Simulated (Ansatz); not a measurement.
A run of Ansatz 0.2.0:

input.yaml

```yaml
crystal:
  lattice:
    - [-3.269948, 3.207164, 3.27462]
    - [3.139477, -3.060942, 2.997927]
    - [3.184329, 2.975323, -3.128397]
  atoms:
    - { symbol: Cs, position: [-0.000228, 0.006119, 0.003194] }
kpoints:
  mp_grid: { grid: [6, 6, 6] }
scf:
  occupations: { method: fermi_dirac, width: 0.05 }
hamiltonian:
  xc: pbe
  pseudopotentials: { kind: all_electron, lapw: { basis_error: 0.001 } }
output:
  forces: true
  stress: true
  eigenvalues: true
  populations: true
```

Potentials or basis: all-electron LAPW, scalar-relativistic.

Launch:

```console
$ ansatz run input.yaml --threads 1 --pin off --max-ram 2560MiB --backend cpu --events-out ev --progress --plain --runs-dir out
```

Hardware: 1 thread of Arm Neoverse V1, with other jobs on the host.

Problem. How long does it take, and how much memory?

Solution. Wall time 5.4 s on 1 thread of Arm Neoverse V1 (shared host), peak memory 0.23 GiB. Counts: scf iterations 7, plane waves 81, k points 112, bands 14.
